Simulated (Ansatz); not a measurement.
# Ta (fcc type): the cost of one run

Computed with Ansatz 0.2.0 (DFT PBE, with the methods named in each step, unless a step's input says otherwise).

**1. The structure to begin with**

The structure is cubic, space group Fm-3m (No. 225). Conventional cell: a = 4.185 Å, b = 4.185 Å, c = 4.185 Å, α = 90.00°, β = 90.00°, γ = 90.00°. Ta (site symmetry m-3m) has 12 Ta at 2.96 Å as nearest neighbours.

Coordinates:

```
Ta
1.0
     0.00000    2.09238    2.09238
     2.09238    0.00000    2.09238
     2.09238    2.09238    0.00000
Ta
1
Cartesian
  0.0000 0.0000 0.0000
```

The PAW steps are scalar-relativistic and only prepare the cells; LAPW drops relativity.

**2. Fcc relaxed, PAW**

input.yaml

```yaml
crystal:
  lattice:
    - [0.0, 2.0923759827, 2.0923759827]
    - [2.0923759827, 0.0, 2.0923759827]
    - [2.0923759827, 2.0923759827, 0.0]
  atoms:
    - { symbol: Ta, position: [0.0, 0.0, 0.0] }
kpoints:
  mp_grid: { grid: [17, 17, 17] }
scf:
  occupations: { method: fermi_dirac, width: 0.05 }
hamiltonian:
  xc: pbe
  pseudopotentials: { kind: paw }
output:
  forces: true
  stress: true
relax:
  f_tol: 0.005
  max_steps: 40
  cell: {}
```

The run is started by

```
> ansatz run input.yaml --threads 1 --pin off --max-ram 3072MiB --backend cpu --events-out ev --progress --plain --runs-dir out
```

**Question.** How long does this run take on 1 thread of Intel Xeon 6975P-C (Granite Rapids), shared host, and how much memory does it need?

About 5.2 s, with a peak of 0.34 GiB.
